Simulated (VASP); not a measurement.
# TaSi (P6_3/mmc) in VASP: electric field gradients with PBE

Aim: the electric field gradients of TaSi with PBE.

All numbers are computed with VASP 6.6.1; they aren't measurements. Logs are shortened: lines on timing, memory, paths and dates and some standing lists are left out, and cuts for length are marked.

### 1 Starting point

It takes space group P6_3/mmc (No. 194, hexagonal). Conventional cell: a = 4.402 Å, b = 4.402 Å, c = 4.991 Å, α = 90.00°, β = 90.00°, γ = 120.00°. Ta (site symmetry -6m2) is surrounded by 5 Si at 2.50 to 2.54 Å. Si (site symmetry -6m2) has 5 Ta at 2.50 to 2.54 Å as nearest neighbours.

The cell comes from a database or a generator and needn't be the stable form of this composition.

### 2 Electric field gradients, PBE

Input file INCAR:

```
SYSTEM = TaSi
PREC = Accurate ; ENCUT = 520
EDIFF = 1E-8 ; ISMEAR = -1
SIGMA = 0.03 ; LREAL = .FALSE.
LASPH = .TRUE. ; NELM = 100
ALGO = Normal ; ISIF = 2
LWAVE = .FALSE. ; LCHARG = .FALSE.
GGA = PE ; LEFG = .TRUE.
NBANDS = 23
```

Input file KPOINTS:

```
Automatic mesh
0
G
  10 10 6
  0 0 0
```

Input file POSCAR:

```
TaSi
1.0
    4.4024234723      0.0000000000      0.0000000000
   -2.2012117362      3.8126105652      0.0000000000
    0.0000000000      0.0000000000      4.9911179725
Ta Si
2 2
Direct
    0.3333333333      0.6666666667     -0.0619989047
    0.6666666667      0.3333333333      0.4380010953
    0.3333333333      0.6666666667      0.4379989047
    0.6666666667      0.3333333333      0.9379989047
```

Potentials or basis: VASP PAW PBE potentials, release 64 (Ta_pv, Si).

Started as:

```sh
$ cat potpaw_PBE.64/Ta_pv/POTCAR potpaw_PBE.64/Si/POTCAR > POTCAR
$ mpirun -np 1 vasp_std > vasp.out
```

OUTCAR:

```text
SYSTEM = TaSi
   PREC = Accurate
   ENCUT = 520
   EDIFF = 1E-8
   ISMEAR = -1
   LREAL = .FALSE.
   LASPH = .TRUE.
   NELM = 100
   ISIF = 2
   GGA = PE

 ion  position               nearest neighbor table
   1  0.333  0.667  0.938-   3 2.50   3 2.50   4 2.54   4 2.54   4 2.54   2 3.56   2 3.56   2 3.56
                             2 3.56   2 3.56   2 3.56
   2  0.667  0.333  0.438-   4 2.50   4 2.50   3 2.54   3 2.54   3 2.54   1 3.56   1 3.56   1 3.56
                             1 3.56   1 3.56   1 3.56
   3  0.333  0.667  0.438-   1 2.50   1 2.50   2 2.54   2 2.54   2 2.54
   4  0.667  0.333  0.938-   2 2.50   2 2.50   1 2.54   1 2.54   1 2.54

  LATTYP: Found a hexagonal cell.
 ALAT       =     4.4024234723
 C/A-ratio  =     1.1337205528

  Lattice vectors:

 A1 = (   4.4024234723,   0.0000000000,   0.0000000000)
 A2 = (  -2.2012117362,   3.8126105652,   0.0000000000)
 A3 = (   0.0000000000,   0.0000000000,   4.9911179725)

Analysis of symmetry for initial positions (statically):
=====================================================================
 Subroutine PRICEL returns:
 Original cell was already a primitive cell.

 Routine SETGRP: Setting up the symmetry group for a
 hexagonal supercell.

 Subroutine GETGRP returns: Found 24 space group operations
 (whereof  6 operations were pure point group operations)
 out of a pool of 24 trial point group operations.

The static configuration has the point symmetry C_3v.
 The point group associated with its full space group is D_6h.

Analysis of symmetry for dynamics (positions and initial velocities):
=====================================================================
 Subroutine PRICEL returns:
 Original cell was already a primitive cell.

 Routine SETGRP: Setting up the symmetry group for a
 hexagonal supercell.

 Subroutine GETGRP returns: Found 24 space group operations
 (whereof  6 operations were pure point group operations)
 out of a pool of 24 trial point group operations.

The dynamic configuration has the point symmetry C_3v.
 The point group associated with its full space group is D_6h.

 Subroutine INISYM returns: Found 24 space group operations
[... 145 lines left out ...]
  ---------------------------------------------------
  free energy    TOTEN  =       -33.47604665 eV

  energy without entropy =      -33.46354827  energy(sigma->0) =      -33.46979746

 E-fermi :   5.0087     XC(G=0): -10.4201

 val. band max:        4.9665819783   @ k =   0.1000   0.1000   0.1667
 cond. band min:       5.0163031937   @ k =   0.3000   0.1000   0.3333
 fundamental gap:      0.0497212153
 Fermi energy:         5.0086525949

 k-point     1 :       0.0000    0.0000    0.0000
  band No.  band energies     occupation
      1     -29.7338      2.00000
      2     -29.7338      2.00000
      3     -29.7049      2.00000
      4     -29.6771      2.00000
      5     -29.6771      2.00000
      6     -29.5727      2.00000
[... 613 lines left out ...]
     22       8.5378      0.00000
     23       9.5699      0.00000

 [... further k-points ...]

------------------------ aborting loop because EDIFF is reached ----------------------------------------

  FORCE on cell =-STRESS in cart. coord.  units (eV):
  Direction    XX          YY          ZZ          XY          YZ          ZX
  --------------------------------------------------------------------------------------
  -------------------------------------------------------------------------------------
  Total        0.0279717      0.0279717      0.0435052     -0.0000000      0.0000000      0.0000000
  in kB        0.5349557      0.5349557      0.8320310     -0.0000000      0.0000000      0.0000000
  external PRESSURE =       0.6339808 kB  Pullay stress =       0.0000000 kB

 VOLUME and BASIS-vectors are now :
 -----------------------------------------------------------------------------
  energy-cutoff  :      520.00
  volume of cell :       83.77
      direct lattice vectors                 reciprocal lattice vectors
     4.402423472  0.000000000  0.000000000     0.227147617  0.131143738  0.000000000
    -2.201211736  3.812610565  0.000000000     0.000000000  0.262287475  0.000000000
     0.000000000  0.000000000  4.991117972     0.000000000  0.000000000  0.200355913

 POSITION                                       TOTAL-FORCE (eV/Angst)
 -----------------------------------------------------------------------------------
     -0.00000      2.54174      4.68167        -0.000000      0.000000      0.000000
      2.20121      1.27087      2.18612         0.000000     -0.000000      0.000000
     -0.00000      2.54174      2.18610         0.000000     -0.000000      0.000000
      2.20121      1.27087      4.68166        -0.000000      0.000000     -0.000000
 -----------------------------------------------------------------------------------
    total drift:                               -0.000000      0.000000     -0.000822

  FREE ENERGIE OF THE ION-ELECTRON SYSTEM (eV)
  ---------------------------------------------------
  free  energy   TOTEN  =       -33.4760466527 eV

  energy  without entropy=      -33.4635482745  energy(sigma->0) =      -33.46979746

 Electric field gradients (V/A^2)
---------------------------------------------------------------------
 ion       V_xx      V_yy      V_zz      V_xy      V_xz      V_yz
---------------------------------------------------------------------
   1     117.539   117.540  -235.079     0.000     0.000    -0.000
   2     117.539   117.540  -235.079     0.000    -0.000     0.000
   3       5.351     5.351   -10.702     0.000    -0.000     0.000
   4       5.351     5.351   -10.702     0.000     0.000    -0.000
---------------------------------------------------------------------

 Electric field gradients after diagonalization (V/A^2)
 (convention: |V_zz| > |V_xx| > |V_yy|)
----------------------------------------------------------------------
 ion       V_xx      V_yy      V_zz     asymmetry (V_yy - V_xx)/ V_zz
----------------------------------------------------------------------
   1     117.540   117.539  -235.079       0.000
   2     117.540   117.539  -235.079       0.000
   3       5.351     5.351   -10.702       0.000
   4       5.351     5.351   -10.702       0.000
----------------------------------------------------------------------

           NMR quadrupolar parameters

 Cq : quadrupolar parameter    Cq=e*Q*V_zz/h
 eta: asymmetry parameters     (V_yy - V_xx)/ V_zz
 Q  : nuclear electric quadrupole moment in mb (millibarn)
----------------------------------------------------------------------
 ion       Cq(MHz)       eta       Q (mb)
----------------------------------------------------------------------
   1      -0.568       0.000       1.000
   2      -0.568       0.000       1.000
   3      -0.026       0.000       1.000
   4      -0.026       0.000       1.000
----------------------------------------------------------------------
```

OSZICAR:

```text
N       E                     dE             d eps       ncg     rms          rms(c)
DAV:   1     0.202918526636E+03    0.20292E+03   -0.15445E+04  2600   0.121E+03
DAV:   2    -0.282960292972E+02   -0.23121E+03   -0.22228E+03  2986   0.322E+02
DAV:   3    -0.359073949741E+02   -0.76114E+01   -0.74198E+01  3361   0.528E+01
DAV:   4    -0.360464890516E+02   -0.13909E+00   -0.13830E+00  3050   0.703E+00
DAV:   5    -0.360494083488E+02   -0.29193E-02   -0.29168E-02  3516   0.959E-01    0.198E+01
DAV:   6    -0.335932628562E+02    0.24561E+01   -0.69801E+00  3057   0.143E+01    0.775E+00
DAV:   7    -0.334952317116E+02    0.98031E-01   -0.52042E-01  3575   0.389E+00    0.297E+00
DAV:   8    -0.334764256810E+02    0.18806E-01   -0.56694E-02  3008   0.133E+00    0.337E-01
DAV:   9    -0.334759462421E+02    0.47944E-03   -0.45946E-03  3151   0.434E-01    0.176E-01
DAV:  10    -0.334760438466E+02   -0.97604E-04   -0.33533E-04  3278   0.112E-01    0.479E-02
DAV:  11    -0.334760458285E+02   -0.19820E-05   -0.10797E-04  3167   0.592E-02    0.205E-02
DAV:  12    -0.334760466133E+02   -0.78475E-06   -0.16125E-05  3247   0.240E-02    0.348E-03
DAV:  13    -0.334760465720E+02    0.41334E-07   -0.60288E-07  3172   0.523E-03    0.106E-03
DAV:  14    -0.334760466509E+02   -0.78981E-07   -0.10876E-07  3249   0.155E-03    0.612E-04
DAV:  15    -0.334760466527E+02   -0.18063E-08   -0.10947E-08  2549   0.589E-04
   1 F= -.33476047E+02 E0= -.33469797E+02  d E =-.124984E-01
```

Run time: 46 s. Hardware: 1 thread of Intel Xeon 6975P-C (Granite Rapids), shared host; peak memory 0.26 GiB.

Results:

```yaml
Free_energy: -33.4760 eV
Pressure: 0.1 GPa
Band_gap_on_the_k_mesh: none (metal or under the smearing width)
```

Levels at points of the mesh, in eV from the Fermi level:
| k point | band 13 | band 14 | band 15 | band 16 | band 17 | band 18 |
| --- | --- | --- | --- | --- | --- | --- |
| (0.00, 0.00, 0.00) | -2.48 | -1.08 | -1.08 | -0.13 | 1.74 | 1.74 |
| (0.50, 0.00, 0.00) | -2.11 | -1.70 | -0.48 | -0.28 | 0.88 | 1.05 |
| (0.00, 0.00, 0.50) | -3.15 | -3.15 | 1.49 | 1.49 | 1.49 | 1.49 |
| (0.50, 0.00, 0.50) | -2.38 | -2.38 | 0.03 | 0.03 | 0.92 | 0.92 |

Electric field gradients, principal values (V/Å²):
| atom | Vxx | Vyy | Vzz |
| --- | --- | --- | --- |
| 1 Ta | 117.539 | 117.540 | -235.079 |
| 2 Ta | 117.539 | 117.540 | -235.079 |
| 3 Si | 5.351 | 5.351 | -10.702 |
| 4 Si | 5.351 | 5.351 | -10.702 |
